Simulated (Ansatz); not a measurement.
# InSe (R3m) in Ansatz: settings compared

One crystal, InSe, is run at these levels: PBE, PBEsol+D3(BJ); tasks: band structure, single point, equation of state.

Program: Ansatz 0.2.0. These are calculated values, not measurements. Logs are shortened: lines on timing, memory, paths and dates and some standing lists are left out, and cuts for length are marked.

**What was measured.**

From “The Interaction of Hydrogen with the van der Waals Crystal γ-InSe”, 2020, pmc:7321205, for a bulk crystal of InSe at 300 K: band gap 1.25 eV.

The results are compared with them further down.

### 1 Starting point

Symmetry: R3m, No. 160, trigonal system. Conventional cell: a = 4.000 Å, b = 4.000 Å, c = 25.320 Å, α = 90.00°, β = 90.00°, γ = 120.00°. Around In (site symmetry 3m) lie 3 Se at 2.63 Å and 1 In at 2.82 Å. Around In (site symmetry 3m) lie 3 Se at 2.64 Å and 1 In at 2.82 Å. Around Se (site symmetry 3m) lie 3 In at 2.63 Å. Se (site symmetry 3m) has 3 In at 2.64 Å as nearest neighbours.

### 2 Band structure, PBE

The input, input.yaml:

```yaml
crystal:
  lattice:
    - [2.0, 1.1547005384, 8.44]
    - [-2.0, 1.1547005384, 8.44]
    - [0.0, -2.3094010768, 8.44]
  atoms:
    - { symbol: In, position: [0.8886, 0.8886, 0.8886] }
    - { symbol: In, position: [0.0, 0.0, 0.0] }
    - { symbol: Se, position: [0.1719, 0.1719, 0.1719] }
    - { symbol: Se, position: [0.3835, 0.3835, 0.3835] }
hamiltonian:
  xc: pbe
  pseudopotentials: { kind: paw }
kpoints:
  mp_grid: { grid: [8, 8, 8] }
  band_path:
    path:
      - [[0.0, 0.0, 0.0], [0.5, 0.0, 0.0], [0.5, 0.1791451724, -0.1791451724]]
      - [[0.8208548276, 0.5, 0.1791451724], [0.5, 0.5, 0.5], [0.0, 0.0, 0.0], [0.3395725862, 0.0, -0.3395725862]]
      - [[0.6604274138, 0.3395725862, 0.0], [0.5, 0.5, 0.0], [0.6604274138, 0.6604274138, 0.1791451724], [0.5, 0.5, 0.5]]
      - [[0.5, 0.0, 0.0], [0.8208548276, 0.3395725862, 0.3395725862]]
    npoints: 14
scf:
  occupations: { method: fermi_dirac, width: 0.05 }
  n_extra_bands: 10
output:
  forces: true
  stress: true
  eigenvalues: true
  fatbands: true
```

Potentials or basis: Ansatz PAW.

On the command line:

```
ansatz run input.yaml --threads 2 --pin off --max-ram 5120MiB --backend cpu --events-out ev --progress --plain --runs-dir out
```

Standard output:

```text
Warning: RAYON_NUM_THREADS=2 ignored (pool sized by the plan → 2); use --threads N
basis.fft_grid_basis auto: the FFT boxes are laid along the combinations [[1, 0, -1], [0, 1, -1], [0, 0, 1]] of the cell's own vectors, 4.000, 4.000 and 8.750 Å long. The dense box has 27×27×60 points. Along the cell's own vectors, as sized, it would have 60×60×60, 4.94 times as many. Of the 6 symmetry operations that the crystal satisfies within crystal.symmetry.tolerance (time reversal apart; of a slab, those that keep its plane) the dense box along the cell's own vectors carries 6, and the one as laid loses 4 of those. basis.fft_grid_basis: typed keeps the cell's own vectors: state it where this run's energies or levels are differenced outside the engine with another run's, or held beside a run that keeps those vectors.
scf.n_extra_bands = 10 over 29 filled bands (N_el = 58.0): the run solves 39 bands
Engine: ansatz 0.2.0, aarch64-unknown-linux-gnu
Pseudopotentials: kind: paw
Pseudopotential: In, paw, valence charge 13, recommended cutoff 420 eV (normal), In.paw.azcp
Pseudopotential: Se, paw, valence charge 16, recommended cutoff 420 eV (normal), Se.paw.azcp
Functional definition: PBE
  parameter kappa = 0.804
  parameter beta = 0.06672455060314922
  exchange = pbe_x(kappa = kappa, mu = beta*pi^2/3)
  correlation = pbe_c(beta = beta)
Crystal: 4 atoms, lattice volume = 116.948 Å³
Basis set: ecut = 420 eV, 2309 PW (Γ), FFT grids on a1−a3, a2−a3, a3, exchange–correlation on 54×54×120 points (8 copies of the dense FFT grid, shifted against one another)
Bands: 39, of which v1, the nominal top of the filled ones, is band 29 counted from 1 (28 counted from 0)
Symmetry: 6 space group operations
Space group: R3m (ITA 160), of the structure as read, at distance tolerance 4.9e-5 Å
k-points: 65 of 512 (time reversal used)
Non-local potential: In, projectors of the file, l = 0: 2, l = 1: 2, l = 2: 2, l = 3: 2
Non-local potential: Se, projectors of the file, l = 0: 2, l = 1: 2, l = 2: 3, l = 3: 1
PAW form: soft (Blöchl's): semilocal exchange-correlation on the pseudo side does not see the compensation charge
PAW one-centre angular grid: In, 590 points (default); XC on 64 Gauss nodes
PAW one-centre angular grid: Se, 590 points (default); XC on 64 Gauss nodes
Initial density: superposition of atomic densities (neutral atoms: chi_scale 0, normalization atom), corrected by the library's trained network
Initial wavefunctions: pseudopotential atomic-orbital guess
Functional: x = pbe(κ = 0.804, μ = 0.2195149727645171), c = pbe(β = 0.06672455060314922)
SCF iter   1: F=—  HF=-22135.870692 eV  |F-HF|=—  |Δ(HF+E_count)|=         —  Δρ=1.75e-3  dr2=1.09e-2  ethr=1.77e-3  ⟨swp⟩=6.5  Hψ=10647  notcnv=0  defer=55
preconditioner: auto → Resta (q_TF=auto, 2.427 Å⁻¹)  ε∞=2.8  [insulator: Δε(μ)=0.436 eV  Ē_g=15.565 eV  σ=0.050 eV  W_gap=0.97  n_scr=30 (ndim 8)  ℏωp=21.2 eV  f_vac=0.086  D(μ)=0.00/eV (n_scr^D=0)  ε∞_Penn≈2.8]
SCF iter   2: F=—  HF=-22135.866697 eV  |F-HF|=—  |Δ(HF+E_count)|=   3.99e-3  Δρ=8.50e-4  dr2=9.30e-4  ethr=1.88e-5  ⟨swp⟩=2.0  Hψ=4517  notcnv=0  defer=245
SCF iter   3: F=—  HF=-22135.866632 eV  |F-HF|=—  |Δ(HF+E_count)|=   6.52e-5  Δρ=4.32e-4  dr2=1.94e-4  ethr=1.60e-6  ⟨swp⟩=2.0  Hψ=3365  notcnv=0  defer=245
SCF iter   4: F=—  HF=-22135.866743 eV  |F-HF|=—  |Δ(HF+E_count)|=   1.11e-4  Δρ=1.23e-4  dr2=1.27e-5  ethr=3.34e-7  ⟨swp⟩=2.0  Hψ=3492  notcnv=0  defer=245
SCF iter   5: F=—  HF=-22135.866729 eV  |F-HF|=—  |Δ(HF+E_count)|=   1.40e-5  Δρ=3.07e-5  dr2=2.46e-6  ethr=2.18e-8  ⟨swp⟩=2.0  Hψ=4134  notcnv=0  defer=245
SCF iter   6: F=—  HF=-22135.866731 eV  |F-HF|=—  |Δ(HF+E_count)|=   1.76e-6  Δρ=1.05e-5  dr2=1.64e-7  ethr=4.25e-9  ⟨swp⟩=2.1  Hψ=3947  notcnv=0  defer=245
SCF iter   7: F=-22135.866731 eV  HF=-22135.866731 eV  |F-HF|=3.12e-9  |Δ(HF+E_count)|=   1.57e-7  Δρ=3.45e-6  dr2=1.45e-8  ethr=1.72e-10  ⟨swp⟩=9.3  Hψ=12060  notcnv=0
SCF 1 converged in 7 iterations: F = -22135.866731 eV  dr2 = 1.45e-8
NSCF: frozen V_eff on 130 k-points
SCF converged after 7 iterations
Free energy (F): -22135.866731 eV
Harris-Foulkes:  -22135.866731 eV  (|F-HF|=3.12e-9)
Internal energy: -22135.866695 eV  (E = F + TS)
E sigma→0 (E₀):  -22135.866713 eV
Entropy (-TS):   -0.000035 eV (-0.009 meV/atom)
Fermi energy:    7.512683 eV
--- Per-component energies (eV) ---
  E_band       = -912.714130
  E_kinetic    = 723.452270
  E_local      = -7917.559312  (includes V_loc(G=0)·N_el)
  E_nonlocal   = -457.097813
  E_hartree    = 3651.301579
  E_xc         = -639.046142
  E_vxc        = -394.939394  (∫ρ·V_xc dr)
  E_paw        = -12132.712306  (= ΣΔE_a)
  E_vpaw       = -169.172519  (= ΣTr[D̂ρ^β])
  E_aug_tail   = -0.001156  (compensation charges beyond the density's cutoff)
  E_ewald      = -5364.203816
  E_smearing   = -0.000035  (= −TS)
  E_closure    = 0.000000  (closes the sum)
  Σ components = -22135.866731   (vs F -22135.866731, Δ=0.00e0)
--- Forces (eV/Å), atoms counted from 1 ---
  atom   1  In     0.00000000    -0.00000000     0.36492323
  atom   2  In     0.00000000     0.00000000    -0.34937921
  atom   3  Se     0.00000000     0.00000000    -0.25770335
  atom   4  Se     0.00000000    -0.00000000     0.24213996
  max |Σ_I F_I| component: 1.94e-5 eV/Å
--- Stress (GPa, compression-positive) ---
        3.148279       0.000000       0.000000
        0.000000       3.148279      -0.000000
        0.000000      -0.000000       1.952519
  P = ⅓ Tr σ = 2.7497 GPa (27.497 kbar)
--- Band table (eV; the first three rows and the last of 65) ---
  k-point 0: bands = ["-40.1871", "-40.1871", "-40.1788", "-40.1788", "-40.1579", "-40.1579", "-40.1511", "-40.1511", "-40.1469", "-40.1407", "-7.4963", "-7.3269", "-7.3269", "-7.2546", "-7.2546", "-7.2316", "-7.2316", "-7.0647", "-7.0647", "-7.0618", "-6.2777", "-5.8780", "0.9893", "3.8415", "5.7711", "5.9754", "5.9754", "6.0684", "6.0684", "8.9779", "9.3884", "11.6843", "11.6843", "12.4647", "12.7785", "12.7785", "14.8244", "15.9505", "16.4291"]
  k-point 1: bands = ["-40.1871", "-40.1871", "-40.1788", "-40.1788", "-40.1579", "-40.1579", "-40.1511", "-40.1511", "-40.1469", "-40.1407", "-7.5025", "-7.3823", "-7.3232", "-7.3222", "-7.2433", "-7.2357", "-7.2246", "-7.0994", "-7.0660", "-7.0036", "-6.1010", "-5.7311", "1.1018", "3.5703", "4.9891", "5.5897", "5.7789", "5.9031", "6.1730", "9.3195", "10.0693", "10.9857", "11.8361", "12.1210", "12.8206", "13.1268", "14.4438", "15.7556", "16.2796"]
  k-point 2: bands = ["-40.1871", "-40.1870", "-40.1788", "-40.1787", "-40.1579", "-40.1579", "-40.1512", "-40.1511", "-40.1469", "-40.1406", "-7.5603", "-7.4432", "-7.4303", "-7.3186", "-7.2459", "-7.2162", "-7.2033", "-7.1163", "-7.0689", "-6.9524", "-5.6824", "-5.3741", "1.2978", "2.7979", "3.8057", "5.2390", "5.3869", "5.5232", "6.2778", "9.3111", "9.4837", "11.3338", "11.5275", "12.0502", "13.6911", "13.7409", "14.0147", "15.1803", "15.7657"]
  k-point 64: bands = ["-40.1871", "-40.1871", "-40.1788", "-40.1788", "-40.1579", "-40.1579", "-40.1511", "-40.1511", "-40.1469", "-40.1407", "-7.4960", "-7.3271", "-7.3271", "-7.2544", "-7.2544", "-7.2316", "-7.2316", "-7.0707", "-7.0646", "-7.0646", "-6.1355", "-6.0273", "1.3378", "2.9477", "5.9076", "5.9076", "6.1426", "6.1426", "7.2794", "7.7214", "9.4494", "11.6020", "11.6020", "12.9028", "12.9028", "12.9481", "15.3048", "16.0345", "16.0873"]
```

Wall time 38 s (2 threads of Arm Neoverse V1, shared host); peak memory 0.55 GiB.

What came out:

* Free energy: -22135.8667 eV
* Pressure: 2.7 GPa
* Largest force: 0.365 eV/Å
* Band gap on the k mesh: 0.44 eV, direct
* Band gap along the path: 0.44 eV, direct

Forces in eV/Å, atoms in the order of the input:
```
In   0.000  0.000  0.365
In   0.000  0.000 -0.349
Se   0.000  0.000 -0.258
Se   0.000  0.000  0.242
```

Stress tensor (GPa, compression positive):
```
3.15 0.00 0.00
0.00 3.15 0.00
0.00 0.00 1.95
```

Levels at the corners of the path, in eV from the valence-band top:
| point | band 25 | band 26 | band 27 | band 28 | band 29 | band 30 | band 31 | band 32 | band 33 | band 34 |
| --- | --- | --- | --- | --- | --- | --- | --- | --- | --- | --- |
| Γ | -1.51 | -1.30 | -1.30 | -1.21 | -1.21 | 1.70 | 2.11 | 4.40 | 4.40 | 5.19 |
| L | -3.46 | -2.38 | -2.34 | -2.24 | -1.67 | 1.22 | 1.97 | 3.64 | 3.99 | 4.81 |
| B1 | -3.99 | -3.67 | -2.53 | -2.24 | -1.74 | 1.74 | 2.45 | 3.39 | 4.41 | 5.72 |
| B | -3.99 | -3.67 | -2.53 | -2.24 | -1.74 | 1.74 | 2.45 | 3.39 | 4.41 | 5.72 |
| Z | -1.37 | -1.37 | -1.14 | -1.14 | 0.00 | 0.44 | 2.17 | 4.32 | 4.32 | 5.62 |
| Γ | -1.51 | -1.30 | -1.30 | -1.21 | -1.21 | 1.70 | 2.11 | 4.40 | 4.40 | 5.19 |
| X | -4.00 | -3.68 | -2.56 | -2.22 | -1.71 | 1.79 | 2.36 | 3.42 | 4.38 | 5.74 |
| Q | -4.00 | -3.68 | -2.56 | -2.22 | -1.71 | 1.79 | 2.36 | 3.42 | 4.38 | 5.74 |
| F | -3.22 | -2.65 | -2.50 | -2.05 | -1.50 | 1.19 | 1.98 | 3.30 | 3.62 | 4.41 |
| P1 | -3.26 | -2.58 | -2.47 | -2.08 | -1.63 | 1.41 | 1.81 | 3.37 | 3.78 | 4.49 |
| Z | -1.37 | -1.37 | -1.14 | -1.14 | 0.00 | 0.44 | 2.17 | 4.32 | 4.32 | 5.62 |
| L | -3.46 | -2.38 | -2.34 | -2.24 | -1.67 | 1.22 | 1.97 | 3.64 | 3.99 | 4.81 |
| P | -3.26 | -2.58 | -2.47 | -2.08 | -1.63 | 1.41 | 1.81 | 3.37 | 3.78 | 4.49 |

Caveat: spin-orbit coupling is left out, which moves the levels of the heavy elements.

### 3 Single point, PBEsol+D3(BJ), 27.48 Å³/atom (volume scaled by 0.94)

The input, input.yaml:

```yaml
crystal:
  lattice:
    - [1.9591722174, 1.1311286071, 8.2677067576]
    - [-1.9591722174, 1.1311286071, 8.2677067576]
    - [0.0, -2.2622572143, 8.2677067576]
  atoms:
    - { symbol: In, position: [0.8886, 0.8886, 0.8886] }
    - { symbol: In, position: [0.0, 0.0, 0.0] }
    - { symbol: Se, position: [0.1719, 0.1719, 0.1719] }
    - { symbol: Se, position: [0.3835, 0.3835, 0.3835] }
hamiltonian:
  xc: pbesol
  pseudopotentials: { kind: paw }
  dispersion: d3bj
kpoints:
  mp_grid: { grid: [8, 8, 8] }
scf:
  occupations: { method: fermi_dirac, width: 0.05 }
output:
  forces: true
  stress: true
  eigenvalues: true
```

Potentials or basis: Ansatz PAW.

On the command line:

```
ansatz run input.yaml --threads 2 --pin off --max-ram 5120MiB --backend cpu --events-out ev --progress --plain --runs-dir out
```

Run time: 11 s. Hardware: 2 threads of Arm Neoverse V1, shared host; peak memory 0.46 GiB.

Results (log left out):

* Free energy: -21902.3024 eV
* Pressure: 2.0 GPa
* Largest force: 0.601 eV/Å
* Band gap on the k mesh: 0.51 eV, direct

Caveat: spin-orbit coupling is left out, which moves the levels of the heavy elements; the PAW data sets come from PBE, with cores solved anew for the run's functional, which leaves a small shift of forces and pressure.

### 4 Single point, PBEsol+D3(BJ), 28.07 Å³/atom (volume scaled by 0.96)

input.yaml, as its differences from that of step 3:

```diff
@@ -2,5 +2,5 @@
   lattice:
-    - [1.9591722174, 1.1311286071, 8.2677067576]
-    - [-1.9591722174, 1.1311286071, 8.2677067576]
-    - [0.0, -2.2622572143, 8.2677067576]
+    - [1.9729696595, 1.139094564, 8.3259319629]
+    - [-1.9729696595, 1.139094564, 8.3259319629]
+    - [0.0, -2.278189128, 8.3259319629]
   atoms:
```

On the command line:

```
ansatz run input.yaml --threads 2 --pin off --max-ram 5120MiB --backend cpu --events-out ev --progress --plain --runs-dir out
```

Run time: 11 s. Hardware: 2 threads of Arm Neoverse V1, shared host; peak memory 0.47 GiB.

It converged, with:

- Free energy: -21902.3221 eV
- Pressure: 0.7 GPa
- Largest force: 0.464 eV/Å
- Band gap on the k mesh: 0.45 eV, direct

Caveat: spin-orbit coupling is left out, which moves the levels of the heavy elements; the PAW data sets come from PBE, with cores solved anew for the run's functional, which leaves a small shift of forces and pressure.

### 5 Single point, PBEsol+D3(BJ), 28.65 Å³/atom (volume scaled by 0.98)

input.yaml, as its differences from that of step 4:

```diff
@@ -2,5 +2,5 @@
   lattice:
-    - [1.9729696595, 1.139094564, 8.3259319629]
-    - [-1.9729696595, 1.139094564, 8.3259319629]
-    - [0.0, -2.278189128, 8.3259319629]
+    - [1.9865767768, 1.1469506368, 8.3833539979]
+    - [-1.9865767768, 1.1469506368, 8.3833539979]
+    - [0.0, -2.2939012737, 8.3833539979]
   atoms:
```

On the command line:

```
ansatz run input.yaml --threads 2 --pin off --max-ram 5120MiB --backend cpu --events-out ev --progress --plain --runs-dir out
```

Run time: 11 s. Hardware: 2 threads of Arm Neoverse V1, shared host; peak memory 0.47 GiB.

It converged, with:

```yaml
Free_energy: -21902.3241 eV
Pressure: -0.4 GPa
Largest_force: 0.374 eV/Å
Band_gap_on_the_k_mesh: 0.40 eV, direct
```

Caveat: spin-orbit coupling is left out, which moves the levels of the heavy elements; the PAW data sets come from PBE, with cores solved anew for the run's functional, which leaves a small shift of forces and pressure.

### 6 Single point, PBEsol+D3(BJ), 29.24 Å³/atom

input.yaml, as its differences from that of step 5:

```diff
@@ -2,5 +2,5 @@
   lattice:
-    - [1.9865767768, 1.1469506368, 8.3833539979]
-    - [-1.9865767768, 1.1469506368, 8.3833539979]
-    - [0.0, -2.2939012737, 8.3833539979]
+    - [2.0, 1.1547005384, 8.44]
+    - [-2.0, 1.1547005384, 8.44]
+    - [0.0, -2.3094010768, 8.44]
   atoms:
```

Potentials or basis: Ansatz PAW.

On the command line:

```
ansatz run input.yaml --threads 2 --pin off --max-ram 5120MiB --backend cpu --events-out ev --progress --plain --runs-dir out
```

Run time: 11 s. Hardware: 2 threads of Arm Neoverse V1, shared host; peak memory 0.47 GiB.

It converged, with:

```
Free energy            : -21902.3104 eV
Pressure               : -1.4 GPa
Largest force          : 0.289 eV/Å
Band gap on the k mesh : 0.34 eV, direct
```

Caveat: spin-orbit coupling is left out, which moves the levels of the heavy elements; the PAW data sets come from PBE, with cores solved anew for the run's functional, which leaves a small shift of forces and pressure.

### 7 Single point, PBEsol+D3(BJ), 29.82 Å³/atom (volume scaled by 1.02)

input.yaml, as its differences from that of step 6:

```diff
@@ -2,5 +2,5 @@
   lattice:
-    - [2.0, 1.1547005384, 8.44]
-    - [-2.0, 1.1547005384, 8.44]
-    - [0.0, -2.3094010768, 8.44]
+    - [2.0132454191, 1.1623477847, 8.4958956687]
+    - [-2.0132454191, 1.1623477847, 8.4958956687]
+    - [0.0, -2.3246955694, 8.4958956687]
   atoms:
```

On the command line:

```
ansatz run input.yaml --threads 2 --pin off --max-ram 5120MiB --backend cpu --events-out ev --progress --plain --runs-dir out
```

Run time: 11 s. Hardware: 2 threads of Arm Neoverse V1, shared host; peak memory 0.47 GiB.

It converged, with:

```yaml
Free_energy: -21902.2827 eV
Pressure: -2.3 GPa
Largest_force: 0.210 eV/Å
Band_gap_on_the_k_mesh: 0.29 eV, direct
```

Caveat: spin-orbit coupling is left out, which moves the levels of the heavy elements; the PAW data sets come from PBE, with cores solved anew for the run's functional, which leaves a small shift of forces and pressure.

### 8 Single point, PBEsol+D3(BJ), 30.41 Å³/atom (volume scaled by 1.04)

input.yaml, as its differences from that of step 7:

```diff
@@ -2,5 +2,5 @@
   lattice:
-    - [2.0132454191, 1.1623477847, 8.4958956687]
-    - [-2.0132454191, 1.1623477847, 8.4958956687]
-    - [0.0, -2.3246955694, 8.4958956687]
+    - [2.0263188076, 1.1698957091, 8.5510653682]
+    - [-2.0263188076, 1.1698957091, 8.5510653682]
+    - [0.0, -2.3397914182, 8.5510653682]
   atoms:
```

On the command line:

```
ansatz run input.yaml --threads 2 --pin off --max-ram 5120MiB --backend cpu --events-out ev --progress --plain --runs-dir out
```

Wall time 11 s (2 threads of Arm Neoverse V1, shared host); peak memory 0.48 GiB.

Results (log left out):

```
Free energy            : -21902.2425 eV
Pressure               : -3.1 GPa
Largest force          : 0.212 eV/Å
Band gap on the k mesh : 0.25 eV, direct
```

Caveat: spin-orbit coupling is left out, which moves the levels of the heavy elements; the PAW data sets come from PBE, with cores solved anew for the run's functional, which leaves a small shift of forces and pressure.

### 9 Single point, PBEsol+D3(BJ), 30.99 Å³/atom (volume scaled by 1.06)

input.yaml, as its differences from that of step 8:

```diff
@@ -2,5 +2,5 @@
   lattice:
-    - [2.0263188076, 1.1698957091, 8.5510653682]
-    - [-2.0263188076, 1.1698957091, 8.5510653682]
-    - [0.0, -2.3397914182, 8.5510653682]
+    - [2.0392256448, 1.177347475, 8.6055322212]
+    - [-2.0392256448, 1.177347475, 8.6055322212]
+    - [0.0, -2.35469495, 8.6055322212]
   atoms:
```

Potentials or basis: Ansatz PAW.

On the command line:

```
ansatz run input.yaml --threads 2 --pin off --max-ram 5120MiB --backend cpu --events-out ev --progress --plain --runs-dir out
```

Wall time 11 s (2 threads of Arm Neoverse V1, shared host); peak memory 0.48 GiB.

The run converged. Its results:

* Free energy: -21902.1913 eV
* Pressure: -3.9 GPa
* Largest force: 0.337 eV/Å
* Band gap on the k mesh: 0.21 eV, direct

Caveat: spin-orbit coupling is left out, which moves the levels of the heavy elements; the PAW data sets come from PBE, with cores solved anew for the run's functional, which leaves a small shift of forces and pressure.

### 10 Equation of state, PBEsol+D3(BJ)

This step only gathers the single runs of the series.

Results:

```yaml
Equilibrium_volume: 28.43 Å³/atom
Bulk_modulus_at_fixed_shape_and_positions: 55 GPa
Pressure_derivative_of_the_bulk_modulus: 4.7
```

Energy against volume, from the lowest point:
```
volume (Å³/atom)  energy (meV/atom)
          27.483               5.43
          28.068               0.50
          28.652               0.00
          29.237               3.43
          29.822              10.37
          30.406              20.41
          30.991              33.21
```

Caveat: the cell was scaled at fixed shape and fractional positions, which overstates the stiffness of a crystal with free parameters, most of all of layers and chains.

### 11 Comparison with measurements

Step 2. A measured gap of InSe is 1.25 eV (300 K; “The Interaction of Hydrogen with the van der Waals Crystal γ-InSe”, 2020, pmc:7321205); the calculated 0.44 eV misses it by -0.81 eV. Spin-orbit coupling on In, Se is left out. The value is that of PBE, without temperature or zero-point motion. Semilocal functionals fall short of measured gaps as a rule.
